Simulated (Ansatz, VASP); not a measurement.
**One calculation of Ga4AsP3, two programs**

Contents of INCAR:

```
PREC = Accurate
ENCUT = 520
EDIFF = 1E-7
ISMEAR = 0
SIGMA = 0.1
LREAL = False
LASPH = True
NELM = 60
ALGO = Normal
ISIF = 2
LWAVE = False
LCHARG = False
GGA = PE
NBANDS = 46
```

The input KPOINTS:

```
Automatic mesh
0
Gamma
  4 4 4
```

The input POSCAR:

```
Ga4AsP3
1.0
    5.5637786000      0.0000000000      0.0000000000
    0.0000000000      5.5637786000      0.0000000000
    0.0000000000      0.0000000000      5.5637786000
Ga P As
4 3 1
Direct
    0.7545030000      0.7545030000      0.2454970000
    0.7545030000      0.2454970000      0.7545030000
    0.2454970000      0.7545030000      0.7545030000
    0.2454970000      0.2454970000      0.2454970000
    0.5000000000      0.0000000000      0.0000000000
    0.0000000000      0.5000000000      0.0000000000
    0.0000000000      0.0000000000      0.5000000000
    0.5000000000      0.5000000000      0.5000000000
```

Input for Ansatz:

```yaml
crystal:
  lattice:
    - [5.5637786, 0.0, 0.0]
    - [0.0, 5.5637786, 0.0]
    - [0.0, 0.0, 5.5637786]
  atoms:
    - { symbol: Ga, position: [0.754503, 0.754503, 0.245497] }
    - { symbol: Ga, position: [0.754503, 0.245497, 0.754503] }
    - { symbol: Ga, position: [0.245497, 0.754503, 0.754503] }
    - { symbol: Ga, position: [0.245497, 0.245497, 0.245497] }
    - { symbol: P, position: [0.5, 0.0, 0.0] }
    - { symbol: P, position: [0.0, 0.5, 0.0] }
    - { symbol: P, position: [0.0, 0.0, 0.5] }
    - { symbol: As, position: [0.5, 0.5, 0.5] }
basis:
  ecutwfc: 420
kpoints:
  mp_grid: { grid: [4, 4, 4] }
hamiltonian:
  xc: pbe
scf:
  occupations: { method: gaussian, width: 0.1 }
  lower_state_search: "off"
output:
  forces: true
  stress: true
  eigenvalues: true
```

Alike in both runs: task single point; functional PBE; k mesh 4 × 4 × 4; occupations gaussian, width 0.1 eV; no spin polarisation.

|  | VASP | Ansatz |
| --- | --- | --- |
| version | VASP 6.6.1 | Ansatz 0.2.0 |
| potentials or method | VASP PAW PBE potentials, release 64 (Ga_d, P, As) | scalar-relativistic, plane waves, PAW |
| plane-wave cutoff (eV) | 520 | 420 |
| valence electrons in the cell | 72 | 82 |

|  | VASP | Ansatz | Ansatz less VASP |
| --- | --- | --- | --- |
| gap on the k mesh at the Fermi level (eV) | 1.16 | 1.16 | +0.003 |
| least direct gap on the mesh (eV) | 1.16 | 1.16 | +0.003 |
| pressure (GPa) | 0.0 | 0.0 | -0.04 |
| rms of the force components (eV/Å) | 0.001 | 0.005 | +0.0041 |

Atom by atom the forces differ by 0.005 eV/Å (rms over components). With one functional, cell and mesh, what is left measures potentials, basis and numerics. The two sets of potentials don't hold the same shells in valence.

A k mesh can miss the band edges. As with any semilocal functional, this PBE gap is likely too small.
